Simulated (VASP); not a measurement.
# In (Fm-3m) in VASP: density of states with PBE

Aim: the density of states of In with PBE.

Everything below comes from runs of VASP 6.6.1. Logs are shortened: lines on timing, memory, paths and dates and some standing lists are left out, and cuts for length are marked.

### 1 The structure

The structure is cubic, space group Fm-3m (No. 225). The conventional cell has a = 4.794 Å, b = 4.794 Å, c = 4.794 Å, α = 90.00°, β = 90.00°, γ = 90.00°. In (site symmetry m-3m) has 12 In at 3.39 Å as nearest neighbours.

This isn't the form of In at room conditions, which is tetragonal.

### 2 Density of states, PBE

The input, POSCAR:

```
In                                      
1.0
   -1.6947599214      1.6947599214      2.3968929592
    1.6947599214     -1.6947599214      2.3968929592
    1.6947599214      1.6947599214     -2.3968929592
  In            
     1
Direct
     0.0000000000000000    0.0000000000000000    0.0000000000000000
```

The input, INCAR.step1:

```
PREC     = Accurate       # precision mode
ENCUT    = 520            # plane-wave cutoff, eV
EDIFF    = 1E-7           # SCF threshold, eV
ISMEAR   = 0              # smearing method
SIGMA    = 0.1            # smearing width, eV
LREAL    = F              # projectors in reciprocal space
LASPH    = T              # aspherical terms in the spheres
NELM     = 60             # most SCF steps
ALGO     = Normal         # electronic algorithm
ISIF     = 2              # what is computed and relaxed
LWAVE    = F              # write WAVECAR
LCHARG   = T              # write CHGCAR
GGA      = PE             # functional
```

The input, KPOINTS.step1:

```
regular mesh
0
Gamma
  18 18 18
```

The input, INCAR.step2:

```
PREC     = Accurate       # precision mode
ENCUT    = 520            # plane-wave cutoff, eV
EDIFF    = 1E-7           # SCF threshold, eV
ISMEAR   = -5             # smearing method
SIGMA    = 0.1            # smearing width, eV
LREAL    = F              # projectors in reciprocal space
LASPH    = T              # aspherical terms in the spheres
NELM     = 60             # most SCF steps
ALGO     = Normal         # electronic algorithm
ISIF     = 2              # what is computed and relaxed
LWAVE    = F              # write WAVECAR
LCHARG   = F              # write CHGCAR
GGA      = PE             # functional
LORBIT   = 11             # projections on sites
NEDOS    = 2001           # points of the DOS
ICHARG   = 11             # starting density
```

The input, KPOINTS.step2:

```
regular mesh
0
Gamma
  27 27 27
```

Potentials or basis: VASP PAW PBE potentials, release 64 (In).

Started as:

```
$ cat potpaw_PBE.64/In/POTCAR > POTCAR
$ cp INCAR.step1 INCAR
$ cp KPOINTS.step1 KPOINTS
$ mpirun -np 1 vasp_std > vasp.out
$ cp INCAR.step2 INCAR
$ cp KPOINTS.step2 KPOINTS
$ mpirun -np 1 vasp_std > vasp.out
```

OUTCAR:

```text
PREC = Accurate
   ENCUT = 520
   EDIFF = 1E-7
   ISMEAR = -5
   LREAL = F
   LASPH = T
   NELM = 60
   ISIF = 2
   GGA = PE
   LORBIT = 11
   ICHARG = 11

 ion  position               nearest neighbor table
   1  0.000  0.000  0.000-

  LATTYP: Found a body centered tetragonal cell.
 ALAT       =     3.3895198428
 C/A-ratio  =     1.4142964611

  Lattice vectors:

 A1 = (  -1.6947599214,   1.6947599214,   2.3968929592)
 A2 = (   1.6947599214,  -1.6947599214,   2.3968929592)
 A3 = (   1.6947599214,   1.6947599214,  -2.3968929592)

Analysis of symmetry for initial positions (statically):
=====================================================================
 Subroutine PRICEL returns:
 Original cell was already a primitive cell.

 Routine SETGRP: Setting up the symmetry group for a
 body centered tetragonal supercell.

 Subroutine GETGRP returns: Found 16 space group operations
 (whereof 16 operations were pure point group operations)
 out of a pool of 16 trial point group operations.

The static configuration has the point symmetry D_4h.

Analysis of symmetry for dynamics (positions and initial velocities):
=====================================================================
 Subroutine PRICEL returns:
 Original cell was already a primitive cell.

 Routine SETGRP: Setting up the symmetry group for a
 body centered tetragonal supercell.

 Subroutine GETGRP returns: Found 16 space group operations
 (whereof 16 operations were pure point group operations)
 out of a pool of 16 trial point group operations.

The dynamic configuration has the point symmetry D_4h.

 Subroutine INISYM returns: Found 16 space group operations
 (whereof 16 operations are pure point group operations),
 and found     1 'primitive' translations

----------------------------------------------------------------------------------------

                                     Primitive cell

  volume of cell :      27.5375

  direct lattice vectors                    reciprocal lattice vectors
    -1.694759921  1.694759921  2.396892959     0.000000000  0.295027038  0.208603391
     1.694759921 -1.694759921  2.396892959     0.295027038  0.000000000  0.208603391
     1.694759921  1.694759921 -2.396892959     0.295027038  0.295027038  0.000000000

  length of vectors
     3.389619188  3.389619188  3.389619188     0.361325792  0.361325792  0.417231239

  position of ions in fractional coordinates (direct lattice)
     0.000000000  0.000000000  0.000000000

  ion indices of the primitive-cell ions
   primitive index   ion index
                 1           1

----------------------------------------------------------------------------------------

 KPOINTS: regular mesh

Automatic generation of k-mesh.
 Grid dimensions read from file:
 generate k-points for:   27   27   27

 Generating k-lattice:

  Cartesian coordinates                     Fractional coordinates (reciprocal lattice)
     0.000000000  0.010926927  0.007726052     0.037037037 -0.000000000  0.000000000
     0.010926927  0.000000000  0.007726052    -0.000000000  0.037037037  0.000000000
     0.010926927  0.010926927  0.000000000     0.000000000  0.000000000  0.037037037

  Length of vectors
     0.013382437  0.013382437  0.015453009

  Shift w.r.t. Gamma in fractional coordinates (k-lattice)
     0.000000000  0.000000000  0.000000000

 TETIRR: Found  24933 inequivalent tetrahedra from   118098

 Subroutine IBZKPT returns following result:
 ===========================================

 Found   1470 irreducible k-points:

 Following reciprocal coordinates:
            Coordinates               Weight
  0.000000  0.000000  0.000000      1.000000
  0.037037 -0.000000  0.000000      8.000000
  0.074074 -0.000000  0.000000      8.000000
  0.111111  0.000000  0.000000      8.000000
  0.148148  0.000000  0.000000      8.000000
  0.185185  0.000000  0.000000      8.000000
[... 16 lines left out ...]
  0.333333  0.037037  0.000000     16.000000
  0.370370  0.037037 -0.000000     16.000000
 [... further k-points ...]
   k-points           NKPTS =   1470   k-points in BZ     NKDIM =   1470   number of bands    NBANDS=      5
   number of dos      NEDOS =   2001   number of ions     NIONS =      1
   total plane-waves  NPLWV =  21952
   dimension x,y,z NGX =    28 NGY =   28 NGZ =   28
   dimension x,y,z NGXF=    56 NGYF=   56 NGZF=   56
   ions per type =               1
   NGX,Y,Z   is equivalent  to a cutoff of  13.73, 13.73, 13.73 a.u.
   NGXF,Y,Z  is equivalent  to a cutoff of  27.47, 27.47, 27.47 a.u.
 SYSTEM =  unknown system
   PREC   = accura    normal or accurate (medium, high low for compatibility)
   ISTART =      0    job   : 0-new  1-cont  2-samecut
   ICHARG =     11    charge: 1-file 2-atom 10-const
   ISPIN  =      1    spin polarized calculation?
   LNONCOLLINEAR =      F non collinear calculations
   LSORBIT =      F    spin-orbit coupling
   LASPH  =      T    aspherical Exc in radial PAW
   ENCUT  =  520.0 eV  38.22 Ry    6.18 a.u.   6.30  6.30  6.30*2*pi/ulx,y,z
   NELM   =     60;   NELMIN=  2; NELMDL=  0     # of ELM steps
   EDIFF  = 0.1E-06   stopping-criterion for ELM
   LREAL  =      F    real-space projection
   EDIFFG = 0.1E-05   stopping-criterion for IOM
   NSW    =      0    number of steps for IOM
   IBRION =     -1    ionic relax: 0-MD 1-quasi-New 2-CG
   NFREE  =      0    steps in history (QN), initial steepest desc. (CG)
   ISIF   =      2    stress and relaxation
   ISYM   =      2    0-nonsym 1-usesym 2-fastsym
   POTIM  = 0.5000    time-step for ionic-motion
   TEBEG  =    0.0;   TEEND  =   0.0 temperature during run
   PSTRESS=    0.0 pullay stress
   NELECT =       3.0000    total number of electrons
   NUPDOWN=      -1.0000    fix difference up-down
   EMIN   =  10.00;   EMAX   =-10.00  energy-range for DOS
   EFERMI =   0.00;   METHOD = LEGACY
   ISMEAR =    -5;   SIGMA  =   0.10  broadening in eV -4-tet -1-fermi 0-gaus
   EFERMI_NEDOS =   21; number of points for ismear=-14 and -15
   IALGO  =     38    algorithm
   IMIX   =      4    mixing-type and parameters
     AMIX     =   0.40;   BMIX     =  1.00
     AMIX_MAG =   1.60;   BMIX_MAG =  1.00
  volume/ion in A,a.u.               =      27.54       185.83
  Fermi-wavevector in a.u.,A,eV,Ry     =   0.781880  1.477539  8.317741  0.611337
  Thomas-Fermi vector in A             =   1.885489
   LORBIT       =     11    0 simple, 1 ext, 2 COOP (PROOUT), +10 PAW based schemes
   GGA     = PE    functional components
   LHFCALC =     F    Hartree Fock is set to
   AEXX    =    0.0000 exact exchange contribution
   IVDW    =     0    specifies the selected vdW correction
   LEPSILON=     F    determine dielectric tensor
   LRPA    =     F    only Hartree local field effects (RPA)
 non-spin polarized calculation
 Fermi weights with tetrahedron method with Bloechl corrections
  energy-cutoff  :      520.00
  volume of cell :       27.54
 maximum number of plane-waves:       757
 NGX is ok and might be reduce to    28

 number of electron       3.0000000 magnetization

 Free energy of the ion-electron system (eV)
  ---------------------------------------------------
  ext. energy  EPLUGINS =         0.00000000
  ---------------------------------------------------
  free energy    TOTEN  =        -2.55879128 eV

  energy without entropy =       -2.55879128  energy(sigma->0) =       -2.55879128

 E-fermi :   4.5666     XC(G=0):  -9.5434

 val. band max:        4.6802551042   @ k =  -0.3333  -0.3333   0.0370
 cond. band min:       4.4484185406   @ k =  -0.3333   0.3333   0.3333
 fundamental gap:     -0.2318365636
 Fermi energy:         4.5665920804

 k-point     1 :       0.0000    0.0000    0.0000
  band No.  band energies     occupation
      1      -4.6445      2.00000
      2      14.6887      0.00000
      3      14.6887      0.00000
      4      14.6889      0.00000
      5      15.9668      0.00000

 k-point     2 :       0.0370   -0.0000    0.0000
  band No.  band energies     occupation
      1      -4.6157      2.00000
      2      14.2395      0.00000
      3      14.6223      0.00000
      4      14.6224      0.00000
      5      15.7873      0.00000

 k-point     3 :       0.0741   -0.0000    0.0000
  band No.  band energies     occupation
      1      -4.5293      2.00000
      2      13.2302      0.00000
      3      14.4503      0.00000
      4      14.4503      0.00000
      5      15.6504      0.00000

 k-point     4 :       0.1111    0.0000    0.0000
  band No.  band energies     occupation
      1      -4.3850      2.00000
      2      12.0546      0.00000
      3      14.2229      0.00000
      4      14.2230      0.00000
      5      15.5623      0.00000

 k-point     5 :       0.1481    0.0000    0.0000
  band No.  band energies     occupation
      1      -4.1825      2.00000
      2      10.8395      0.00000
      3      13.9775      0.00000
      4      13.9777      0.00000
      5      15.4860      0.00000

 k-point     6 :       0.1852    0.0000    0.0000
  band No.  band energies     occupation
      1      -3.9215      2.00000
      2       9.6259      0.00000
      3      13.7353      0.00000
      4      13.7356      0.00000
      5      15.4176      0.00000

 k-point     7 :       0.2222    0.0000    0.0000
  band No.  band energies     occupation
      1      -3.6015      2.00000
      2       8.4325      0.00000
      3      13.5075      0.00000
      4      13.5079      0.00000
      5      15.3595      0.00000

 k-point     8 :       0.2593    0.0000   -0.0000
  band No.  band energies     occupation
      1      -3.2223      2.00000
      2       7.2707      0.00000
      3      13.3002      0.00000
      4      13.3008      0.00000
      5      15.3139      0.00000

 k-point     9 :       0.2963   -0.0000    0.0000
  band No.  band energies     occupation
      1      -2.7839      2.00000
      2       6.1486      0.00000
      3      13.1173      0.00000
      4      13.1180      0.00000
      5      15.2822      0.00000
[... 73 lines left out ...]
 k-point    19 :       0.1852    0.0370    0.0000
  band No.  band energies     occupation
      1      -3.7956      2.00000
      2       9.2456      0.00000
      3      12.8608      0.00000
      4      14.1662      0.00000
      5      15.6119      0.00000

 k-point    20 :       0.2222    0.0370    0.0000
  band No.  band energies     occupation
      1      -3.4559      2.00000
      2       8.0631      0.00000
      3      12.6553      0.00000
      4      13.9248      0.00000
      5      15.5516      0.00000

 k-point    21 :       0.2593    0.0370    0.0000
  band No.  band energies     occupation
      1      -3.0569      2.00000
      2       6.9148      0.00000
      3      12.4863      0.00000
      4      13.6825      0.00000
      5      15.4840      0.00000

 k-point    22 :       0.2963    0.0370    0.0000
  band No.  band energies     occupation
      1      -2.5989      2.00000
      2       5.8086     -0.00485
      3      12.3556      0.00000
      4      13.4458      0.00000
      5      15.4059      0.00000

 k-point    23 :       0.3333    0.0370    0.0000
  band No.  band energies     occupation
      1      -2.0826      2.00000
      2       4.7509      0.49393
      3      12.2649      0.00000
      4      13.2201      0.00000
      5      15.3120      0.00000

 k-point    24 :       0.3704    0.0370   -0.0000
  band No.  band energies     occupation
      1      -1.5107      2.00000
      2       3.7489      2.07089
      3      12.2153      0.00000
      4      13.0114      0.00000
      5      15.2017      0.00000

 [... further k-points ...]

------------------------ aborting loop because EDIFF is reached ----------------------------------------

  FORCE on cell =-STRESS in cart. coord.  units (eV):
  Direction    XX          YY          ZZ          XY          YZ          ZX
  --------------------------------------------------------------------------------------
  -------------------------------------------------------------------------------------
  Total        0.0134757      0.0134757      0.0146746      0.0000000      0.0000000      0.0000000
  in kB        0.7840395      0.7840395      0.8537941      0.0000000      0.0000000      0.0000000
  external PRESSURE =       0.8072910 kB  Pullay stress =       0.0000000 kB

 VOLUME and BASIS-vectors are now :
 -----------------------------------------------------------------------------
  energy-cutoff  :      520.00
  volume of cell :       27.54
      direct lattice vectors                 reciprocal lattice vectors
    -1.694759921  1.694759921  2.396892959     0.000000000  0.295027038  0.208603391
     1.694759921 -1.694759921  2.396892959     0.295027038  0.000000000  0.208603391
     1.694759921  1.694759921 -2.396892959     0.295027038  0.295027038  0.000000000

 POSITION                                       TOTAL-FORCE (eV/Angst)
 -----------------------------------------------------------------------------------
      0.00000      0.00000      0.00000        -0.000000     -0.000000      0.000000
 -----------------------------------------------------------------------------------
    total drift:                               -0.000000     -0.000000     -0.000000

  FREE ENERGIE OF THE ION-ELECTRON SYSTEM (eV)
  ---------------------------------------------------
  free  energy   TOTEN  =        -2.5587912842 eV

  energy  without entropy=       -2.5587912842  energy(sigma->0) =       -2.55879128

 total charge

# of ion       s       p       d       tot
------------------------------------------
    1        1.376   0.879   0.085   2.339
```

Wall time 87 s (1 thread of Intel Xeon Platinum 8488C (Sapphire Rapids), shared host); peak memory 0.39 GiB.

What came out:

* Valence electrons inside the program's atomic spheres: In 2.34

States per cell in windows of 1 eV (zero at the Fermi level; states under -8 eV left out):
| from (eV) | total | In1_p | In1_s | In1_d |
| --- | --- | --- | --- | --- |
| -8.0 | 0.22 | 0.03 | 0.14 | 0.00 |
| -7.0 | 0.27 | 0.05 | 0.17 | 0.00 |
| -6.0 | 0.33 | 0.06 | 0.19 | 0.01 |
| -5.0 | 0.41 | 0.08 | 0.24 | 0.01 |
| -4.0 | 0.36 | 0.07 | 0.22 | 0.01 |
| -3.0 | 0.39 | 0.12 | 0.18 | 0.01 |
| -2.0 | 0.37 | 0.20 | 0.05 | 0.02 |
| -1.0 | 0.50 | 0.27 | 0.09 | 0.03 |
| 0.0 | 0.50 | 0.26 | 0.08 | 0.04 |
| 1.0 | 0.52 | 0.27 | 0.07 | 0.05 |
| 2.0 | 0.57 | 0.31 | 0.05 | 0.07 |
| 3.0 | 0.67 | 0.37 | 0.04 | 0.09 |
| 4.0 | 0.71 | 0.41 | 0.03 | 0.10 |
| 5.0 | 0.62 | 0.35 | 0.02 | 0.10 |
| 6.0 | 0.52 | 0.31 | 0.02 | 0.09 |
| 7.0 | 0.60 | 0.28 | 0.03 | 0.17 |

Caveat: tetrahedron occupations give inexact forces and stress in metals.
